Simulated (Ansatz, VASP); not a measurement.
## One calculation of NaH, two programs

Contents of POSCAR:

```
NaH
1.0
    0.0000000000      2.4212509223      2.4212509223
    2.4212509223      0.0000000000      2.4212509223
    2.4212509223      2.4212509223      0.0000000000
Na H
1 1
Direct
    0.0000000000      0.0000000000      0.0000000000
    0.5000000000      0.5000000000      0.5000000000
```

Contents of INCAR.step1:

```
ALGO     = Normal         # electronic algorithm
EDIFF    = 1E-4           # SCF threshold, eV
ENCUT    = 520            # plane-wave cutoff, eV
GGA      = PE             # functional
ISMEAR   = 0              # smearing method
LASPH    = T              # aspherical terms in the spheres
LCHARG   = F              # write CHGCAR
LREAL    = F              # projectors in reciprocal space
LWAVE    = T              # write WAVECAR
NBANDS   = 11             # bands
NELM     = 60             # most SCF steps
PREC     = Accurate       # precision mode
SIGMA    = 0.01           # smearing width, eV
```

Contents of INCAR.step2:

```
ALGO     = Normal         # electronic algorithm
EDIFF    = 1E-6           # SCF threshold, eV
ENCUT    = 520            # plane-wave cutoff, eV
ISIF     = 2              # what is computed and relaxed
ISMEAR   = 0              # smearing method
ISTART   = 1            
LASPH    = T              # aspherical terms in the spheres
LCHARG   = F              # write CHGCAR
LMIXTAU  = T            
LREAL    = F              # projectors in reciprocal space
LWAVE    = F              # write WAVECAR
METAGGA  = R2SCAN         # meta-GGA
NBANDS   = 11             # bands
NELM     = 60             # most SCF steps
PREC     = Accurate       # precision mode
SIGMA    = 0.01           # smearing width, eV
```

KPOINTS

```
k-points
0
Gamma
  8 8 8
```

Input for Ansatz:

```yaml
crystal:
  lattice:
    - [0.0, 2.4212509223, 2.4212509223]
    - [2.4212509223, 0.0, 2.4212509223]
    - [2.4212509223, 2.4212509223, 0.0]
  atoms:
    - { symbol: Na, position: [0.0, 0.0, 0.0] }
    - { symbol: H, position: [0.5, 0.5, 0.5] }
kpoints:
  mp_grid: { grid: [8, 8, 8] }
hamiltonian:
  xc: r2scan
scf:
  occupations: { method: fixed }
  n_extra_bands: 4
output:
  forces: true
  stress: true
  eigenvalues: true
```

Alike in both runs: task single point; functional r2SCAN; k mesh 8 × 8 × 8; no spin polarisation.

```csv
,VASP,Ansatz
version,VASP 6.6.1,Ansatz 0.2.0
potentials or method,"VASP PAW PBE potentials, release 64 (Na_pv, H)","plane waves, PAW"
plane-wave cutoff (eV),520,500
occupations,"gaussian, width 0.01 eV",fixed
valence electrons in the cell,8,10
```

```csv
,VASP,Ansatz,Ansatz less VASP
gap on the k mesh at the Fermi level (eV),4.36,4.35,-0.009
pressure (GPa),-0.8,-0.7,+0.16
```

The two sets of potentials don't hold the same shells in valence.

Caveats: the PAW data sets were made with another functional, which shifts forces and pressure a little (VASP). r2SCAN opens gaps a little over a GGA but as a rule still falls short of measured ones. A k mesh can miss the band edges.
